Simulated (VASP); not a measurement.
**GaP: relaxation of cell and atoms with PBEsol0**

GaP:

```
Ga P
1.0
     0.00000    2.72525    2.72525
     2.72525    0.00000    2.72525
     2.72525    2.72525    0.00000
Ga P
1 1
Direct
  0.00000 0.00000 0.00000
  0.75000 0.75000 0.75000
```

```yaml
Program: VASP 6.6.1
Task: relaxation of cell and atoms
Functional: PBEsol0
Potentials_or_basis: VASP PAW PBE potentials, release 64 (Ga_d, P)
Cutoff: 600 eV
k_mesh: 4 × 4 × 4
Occupations: fermi-dirac, width 0.05 eV
Spin: no spin polarisation
Grid_for_exact_exchange_PRECFOCK: Normal
Exchange_at_q_=_0: default
Further_INCAR_settings: ALGO = Normal; EDIFF = 1e-06; IBRION = 2; EDIFFG = -0.02; NSW = 40; ISIF = 3
```

```json
{
 "Relaxed volume": "19.90 Å³/atom",
 "Relaxed cell": "a = 3.833 Å, b = 3.833 Å, c = 3.833 Å, α = 60.00°, β = 60.00°, γ = 60.00°",
 "Space group after relaxing (to 0.05 Å)": "F-43m (No. 216)",
 "Energy gained by relaxing": "1.6 meV/atom",
 "Ionic steps": "3",
 "Pressure after relaxing": "-0.1 GPa",
 "Band gap on the k mesh": "2.90 eV, indirect (least direct gap 3.65 eV)"
}
```

The path:
| step | energy change (eV) | largest force (eV/Å) | pressure (GPa) | volume (Å³) |
| --- | --- | --- | --- | --- |
| 1 | 0.0000 | 0.0000 | -1.49 | 40.48 |
| 2 | -0.0019 | 0.0000 | 1.11 | 39.39 |
| 3 | -0.0032 | 0.0000 | -0.05 | 39.81 |

Final structure:
```
CELL_PARAMETERS angstrom
0.00000 2.71000 2.71000
2.71000 0.00000 2.71000
2.71000 2.71000 0.00000
ATOMIC_POSITIONS crystal
Ga 0.00000 0.00000 0.00000
P 0.75000 0.75000 0.75000
```

Levels at points of the mesh, in eV from the valence-band top:
| k point | band 5 | band 6 | band 7 | band 8 | band 9 | band 10 | band 11 | band 12 | band 13 |
| --- | --- | --- | --- | --- | --- | --- | --- | --- | --- |
| (0.00, 0.00, 0.00) | -17.02 | -13.98 | 0.00 | 0.00 | 0.00 | 3.65 | 5.48 | 5.48 | 5.48 |
| (0.50, 0.00, 0.00) | -17.02 | -11.67 | -7.44 | -1.26 | -1.26 | 3.25 | 6.32 | 6.32 | 9.89 |
| (0.50, 0.50, 0.00) | -17.00 | -10.65 | -7.51 | -3.03 | -3.03 | 2.90 | 3.22 | 12.94 | 12.94 |

It took 12 min on 1 thread of Intel(R) Xeon(R) Platinum 8488C (Sapphire Rapids), on a shared host, peak memory 0.18 GiB.

Caveat: the k mesh is coarse (spacing up to 0.50 Å⁻¹), so the values aren't converged, least of all with exact exchange; the PAW data sets were made with another functional, which shifts forces and pressure a little. A k mesh can miss the band edges.
